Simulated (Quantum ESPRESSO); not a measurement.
# MgS (Niningerite) (Fm-3m) in Quantum ESPRESSO: further runs

Aim: see how the results for MgS (Niningerite) move with the level of theory and the settings. Levels: SCAN, vdW-DF-cx, M06L, HLE16. Tasks: band structure.

Program: Quantum ESPRESSO 7.5. These are calculated values, not measurements. Logs are shortened: lines on timing, memory, paths and dates and some standing lists are left out, and cuts for length are marked.

### 1 Starting point

Symmetry: Fm-3m, No. 225, cubic system. Conventional cell: a = 5.203 Å, b = 5.203 Å, c = 5.203 Å, α = 90.00°, β = 90.00°, γ = 90.00°. S (site symmetry m-3m) has 6 Mg at 2.60 Å as nearest neighbours. Mg (site symmetry m-3m) has 6 S at 2.60 Å as nearest neighbours.

### 2 Band structure, SCAN

The input, pw.in:

```
&CONTROL
  calculation = 'scf'
  prefix = 'pwscf'
  outdir = './tmp'
  pseudo_dir = './pseudo'
  tprnfor = .true.
  tstress = .true.
  disk_io = 'low'
/
&SYSTEM
  ibrav = 0
  A = 3.67928871
  nat = 2
  ntyp = 2
  ecutwfc = 70
  nbnd = 14
  input_dft = 'scan'
  occupations = 'smearing'
  smearing = 'fd'
  degauss = 0.00367493
  nosym = .true.
/
&ELECTRONS
  conv_thr = 1d-08
  electron_maxstep = 120
  mixing_beta = 0.5
/
ATOMIC_SPECIES
S     32.0600 S_ONCV_PBE-1.2.upf
Mg    24.3050 Mg_ONCV_PBE-1.2.upf
CELL_PARAMETERS alat
   0.0000000000    0.7071067821    0.7071067821
   0.7071067821    0.0000000000    0.7071067821
   0.7071067821    0.7071067821    0.0000000000
ATOMIC_POSITIONS alat
S      0.7071067821    0.7071067821    0.7071067821
Mg     0.0000000000    0.0000000000    0.0000000000
K_POINTS automatic
7 7 7 0 0 0
```

The input, bands.in:

```
&CONTROL
  calculation = 'bands'
  prefix = 'pwscf'
  outdir = './tmp'
  pseudo_dir = './pseudo'
  disk_io = 'low'
  verbosity = 'high'
/
&SYSTEM
  ibrav = 0
  A = 3.67928871
  nat = 2
  ntyp = 2
  ecutwfc = 70
  nbnd = 14
  input_dft = 'scan'
  occupations = 'smearing'
  smearing = 'fd'
  degauss = 0.00367493
  nosym = .true.
/
&ELECTRONS
  conv_thr = 1d-08
  electron_maxstep = 120
  mixing_beta = 0.5
  diago_full_acc = .true.
  startingwfc = 'random'
/
ATOMIC_SPECIES
S     32.0600 S_ONCV_PBE-1.2.upf
Mg    24.3050 Mg_ONCV_PBE-1.2.upf
CELL_PARAMETERS alat
   0.0000000000    0.7071067821    0.7071067821
   0.7071067821    0.0000000000    0.7071067821
   0.7071067821    0.7071067821    0.0000000000
ATOMIC_POSITIONS alat
S      0.7071067821    0.7071067821    0.7071067821
Mg     0.0000000000    0.0000000000    0.0000000000
K_POINTS crystal
60
 0.0000000000  0.0000000000  0.0000000000 1
 0.0625000000  0.0000000000  0.0625000000 1
 0.1250000000  0.0000000000  0.1250000000 1
 0.1875000000  0.0000000000  0.1875000000 1
 0.2500000000  0.0000000000  0.2500000000 1
 0.3125000000  0.0000000000  0.3125000000 1
 0.3750000000  0.0000000000  0.3750000000 1
 0.4375000000  0.0000000000  0.4375000000 1
 0.5000000000  0.0000000000  0.5000000000 1
 0.5000000000  0.0625000000  0.5625000000 1
 0.5000000000  0.1250000000  0.6250000000 1
 0.5000000000  0.1875000000  0.6875000000 1
 0.5000000000  0.2500000000  0.7500000000 1
 0.4375000000  0.3125000000  0.7500000000 1
 0.3750000000  0.3750000000  0.7500000000 1
 0.3375000000  0.3375000000  0.6750000000 1
 0.3000000000  0.3000000000  0.6000000000 1
 0.2625000000  0.2625000000  0.5250000000 1
 0.2250000000  0.2250000000  0.4500000000 1
 0.1875000000  0.1875000000  0.3750000000 1
 0.1500000000  0.1500000000  0.3000000000 1
 0.1125000000  0.1125000000  0.2250000000 1
 0.0750000000  0.0750000000  0.1500000000 1
 0.0375000000  0.0375000000  0.0750000000 1
 0.0000000000  0.0000000000  0.0000000000 1
 0.0625000000  0.0625000000  0.0625000000 1
 0.1250000000  0.1250000000  0.1250000000 1
 0.1875000000  0.1875000000  0.1875000000 1
 0.2500000000  0.2500000000  0.2500000000 1
 0.3125000000  0.3125000000  0.3125000000 1
 0.3750000000  0.3750000000  0.3750000000 1
 0.4375000000  0.4375000000  0.4375000000 1
 0.5000000000  0.5000000000  0.5000000000 1
 0.5250000000  0.4500000000  0.5250000000 1
 0.5500000000  0.4000000000  0.5500000000 1
 0.5750000000  0.3500000000  0.5750000000 1
 0.6000000000  0.3000000000  0.6000000000 1
 0.6250000000  0.2500000000  0.6250000000 1
 0.5833333333  0.2500000000  0.6666666667 1
 0.5416666667  0.2500000000  0.7083333333 1
 0.5000000000  0.2500000000  0.7500000000 1
 0.5000000000  0.2857142857  0.7142857143 1
 0.5000000000  0.3214285714  0.6785714286 1
 0.5000000000  0.3571428571  0.6428571429 1
 0.5000000000  0.3928571429  0.6071428571 1
 0.5000000000  0.4285714286  0.5714285714 1
 0.5000000000  0.4642857143  0.5357142857 1
 0.5000000000  0.5000000000  0.5000000000 1
 0.4821428571  0.4821428571  0.5357142857 1
 0.4642857143  0.4642857143  0.5714285714 1
 0.4464285714  0.4464285714  0.6071428571 1
 0.4285714286  0.4285714286  0.6428571429 1
 0.4107142857  0.4107142857  0.6785714286 1
 0.3928571429  0.3928571429  0.7142857143 1
 0.3750000000  0.3750000000  0.7500000000 1
 0.6250000000  0.2500000000  0.6250000000 1
 0.5937500000  0.1875000000  0.5937500000 1
 0.5625000000  0.1250000000  0.5625000000 1
 0.5312500000  0.0625000000  0.5312500000 1
 0.5000000000  0.0000000000  0.5000000000 1
```

Potentials or basis: SG15 PBE 1.2.

Run with:

```
OMP_NUM_THREADS=1 pw.x -in pw.in > pw.out
OMP_NUM_THREADS=1 pw.x -in bands.in > bands.out
```

pw.out:

```text
This program is part of the open-source Quantum ESPRESSO suite
     for quantum simulation of materials; please cite
         "P. Giannozzi et al., J. Phys.:Condens. Matter 21 395502 (2009);
         "P. Giannozzi et al., J. Phys.:Condens. Matter 29 465901 (2017);
         "P. Giannozzi et al., J. Chem. Phys. 152 154105 (2020);
     in publications or presentations arising from this work. More details at

     IMPORTANT: XC functional enforced from input :
     Exchange-correlation= SCAN
                           (   0   0   0   0   0 263 267)
     Any further DFT definition will be discarded
     Please, verify this is what you really want

     G-vector sticks info
     --------------------
     sticks:   dense  smooth     PW     G-vecs:    dense   smooth      PW
     Sum         931     931    283                18883    18883    3143

     Using Slab Decomposition

     bravais-lattice index     =            0
     lattice parameter (alat)  =       6.9528  a.u.
     unit-cell volume          =     237.6694 (a.u.)^3
     number of atoms/cell      =            2
     number of atomic types    =            2
     number of electrons       =        16.00
     number of Kohn-Sham states=           14
     kinetic-energy cutoff     =      70.0000  Ry
     charge density cutoff     =     280.0000  Ry
     scf convergence threshold =      1.0E-08
     mixing beta               =       0.5000
     number of iterations used =            8  plain     mixing
     Exchange-correlation= SCAN
                           (   0   0   0   0   0 263 267)

     celldm(1)=   6.952848  celldm(2)=   0.000000  celldm(3)=   0.000000
     celldm(4)=   0.000000  celldm(5)=   0.000000  celldm(6)=   0.000000

     crystal axes: (cart. coord. in units of alat)
               a(1) = (   0.000000   0.707107   0.707107 )
               a(2) = (   0.707107   0.000000   0.707107 )
               a(3) = (   0.707107   0.707107   0.000000 )

     reciprocal axes: (cart. coord. in units 2 pi/alat)
               b(1) = ( -0.707107  0.707107  0.707107 )
               b(2) = (  0.707107 -0.707107  0.707107 )
               b(3) = (  0.707107  0.707107 -0.707107 )

     PseudoPot. # 1 for S  read from file:
     S_ONCV_PBE-1.2.upf
     Pseudo is Norm-conserving, Zval =  6.0
     Generated using ONCVPSP code by D. R. Hamann
     Using radial grid of  602 points,  4 beta functions with:
                l(1) =   0
                l(2) =   0
                l(3) =   1
                l(4) =   1

     PseudoPot. # 2 for Mg read from file:
     Mg_ONCV_PBE-1.2.upf
     Pseudo is Norm-conserving, Zval = 10.0
     Generated using ONCVPSP code by D. R. Hamann
     Using radial grid of  602 points,  4 beta functions with:
                l(1) =   0
                l(2) =   0
                l(3) =   1
                l(4) =   1

     atomic species   valence    mass     pseudopotential
     S                 6.00    32.06000     S ( 1.00)
     Mg               10.00    24.30500     Mg( 1.00)

     No symmetry found

   Cartesian axes

     site n.     atom                  positions (alat units)
         1        S      tau(   1) = (   0.7071068   0.7071068   0.7071068  )
         2        Mg     tau(   2) = (   0.0000000   0.0000000   0.0000000  )

     number of k points=   172  Fermi-Dirac smearing, width (Ry)=  0.0037

     Number of k-points >= 100: set verbosity='high' to print them.

     Dense  grid:    18883 G-vectors     FFT dimensions: (  40,  40,  40)

     WARNING: libxc functional with ID  263 depends
      on external parameters: check the user_guide of
      QE if you need to modify them or to check their
      default values.

     Initial potential from superposition of free atoms

     starting charge      15.9243, renormalised to      16.0000
     Starting wfcs are random

     Self-consistent Calculation

     iteration #  1     ecut=    70.00 Ry     beta= 0.50
     Davidson diagonalization with overlap
     ethr =  1.00E-02,  avg # of iterations =  8.3

     total energy              =    -129.36562564 Ry
     estimated scf accuracy    <      25.01335019 Ry

     iteration #  2     ecut=    70.00 Ry     beta= 0.50
     Davidson diagonalization with overlap
     ethr =  1.00E-02,  avg # of iterations =  1.0

     total energy              =    -129.43546039 Ry
     estimated scf accuracy    <       5.25455120 Ry

     iteration #  3     ecut=    70.00 Ry     beta= 0.50
     Davidson diagonalization with overlap
     ethr =  1.00E-02,  avg # of iterations =  1.0

     total energy              =    -129.44171680 Ry
     estimated scf accuracy    <       0.04809289 Ry

     iteration #  4     ecut=    70.00 Ry     beta= 0.50
     Davidson diagonalization with overlap
     ethr =  3.01E-04,  avg # of iterations =  1.2

     total energy              =    -129.44205385 Ry
     estimated scf accuracy    <       0.00079347 Ry

     iteration #  5     ecut=    70.00 Ry     beta= 0.50
     Davidson diagonalization with overlap
     ethr =  4.96E-06,  avg # of iterations =  5.4

     total energy              =    -129.44212169 Ry
     estimated scf accuracy    <       0.00005994 Ry

     iteration #  6     ecut=    70.00 Ry     beta= 0.50
     Davidson diagonalization with overlap
     ethr =  3.75E-07,  avg # of iterations =  2.0

     total energy              =    -129.44212644 Ry
     estimated scf accuracy    <       0.00000303 Ry

     iteration #  7     ecut=    70.00 Ry     beta= 0.50
     Davidson diagonalization with overlap
     ethr =  1.89E-08,  avg # of iterations =  2.4

     total energy              =    -129.44212696 Ry
     estimated scf accuracy    <       0.00000164 Ry

     iteration #  8     ecut=    70.00 Ry     beta= 0.50
     Davidson diagonalization with overlap
     ethr =  1.03E-08,  avg # of iterations =  1.0

     total energy              =    -129.44212698 Ry
     estimated scf accuracy    <       0.00000003 Ry

     iteration #  9     ecut=    70.00 Ry     beta= 0.50
     Davidson diagonalization with overlap
     ethr =  1.94E-10,  avg # of iterations =  2.9

     End of self-consistent calculation

     Number of k-points >= 100: set verbosity='high' to print the bands.

     the Fermi energy is     8.0667 ev

!    total energy              =    -129.44212699 Ry
     estimated scf accuracy    <          8.4E-09 Ry
     smearing contrib. (-TS)   =      -0.00000000 Ry
     internal energy E=F+TS    =    -129.44212699 Ry

     The total energy is F=E-TS. E is the sum of the following terms:
     one-electron contribution =     -68.19169795 Ry
     hartree contribution      =      34.17266543 Ry
     xc contribution           =     -18.70961796 Ry
     ewald contribution        =     -76.71347652 Ry

     convergence has been achieved in   9 iterations

     Forces acting on atoms (cartesian axes, Ry/au):

     atom    1 type  1   force =    -0.00000010   -0.00000020   -0.00000015
     atom    2 type  2   force =     0.00000010    0.00000020    0.00000015

     Total force =     0.000000     Total SCF correction =     0.000002
     SCF correction compared to forces is large: reduce conv_thr to get better values

     Computing stress (Cartesian axis) and pressure

          total   stress  (Ry/bohr**3)                   (kbar)     P=        1.95
   0.00001322   0.00000000  -0.00000000            1.95        0.00       -0.00
   0.00000000   0.00001322   0.00000000            0.00        1.94        0.00
  -0.00000000   0.00000000   0.00001322           -0.00        0.00        1.94

=------------------------------------------------------------------------------=
   JOB DONE.
=------------------------------------------------------------------------------=
```

Wall time 6.6 min (1 thread of Arm Neoverse V1, shared host); peak memory 0.14 GiB.

What came out:

- Free energy: -1761.1499 eV
- Pressure: 0.2 GPa
- Band gap on the k mesh: 3.76 eV, indirect (least direct gap 4.56 eV)
- Band gap along the path: 3.55 eV, indirect (least direct gap 4.56 eV)

Levels at the corners of the path, in eV from the valence-band top:
```csv
point,band 4,band 5,band 6,band 7,band 8,band 9,band 10,band 11,band 12,band 13
Γ,-42.67,-13.30,0.00,0.00,0.00,4.56,8.62,8.62,8.62,11.10
X,-42.67,-11.62,-4.25,-1.72,-1.72,3.55,4.97,13.12,13.69,14.67
W,-42.67,-11.58,-3.27,-3.27,-2.33,6.02,8.67,8.67,8.98,15.62
K,-42.67,-11.62,-3.74,-3.19,-1.39,4.65,7.39,10.63,10.97,13.02
Γ,-42.67,-13.30,0.00,0.00,0.00,4.56,8.62,8.62,8.62,11.10
L,-42.67,-11.99,-4.86,-0.63,-0.63,5.24,7.69,7.69,11.32,13.18
U,-42.67,-11.62,-3.74,-3.19,-1.39,4.65,7.39,10.63,10.97,13.02
W,-42.67,-11.58,-3.27,-3.27,-2.33,6.02,8.67,8.67,8.98,15.62
L,-42.67,-11.99,-4.86,-0.63,-0.63,5.24,7.69,7.69,11.32,13.18
K,-42.67,-11.62,-3.74,-3.19,-1.39,4.65,7.39,10.63,10.97,13.02
U,-42.67,-11.62,-3.74,-3.19,-1.39,4.65,7.39,10.63,10.97,13.02
X,-42.67,-11.62,-4.25,-1.72,-1.72,3.55,4.97,13.12,13.69,14.67
```

Caveat: the potentials were made for another functional, which shifts forces and pressure; the mesh misses the band edges, which the band path finds closer together.

[end of part 1 of 2]
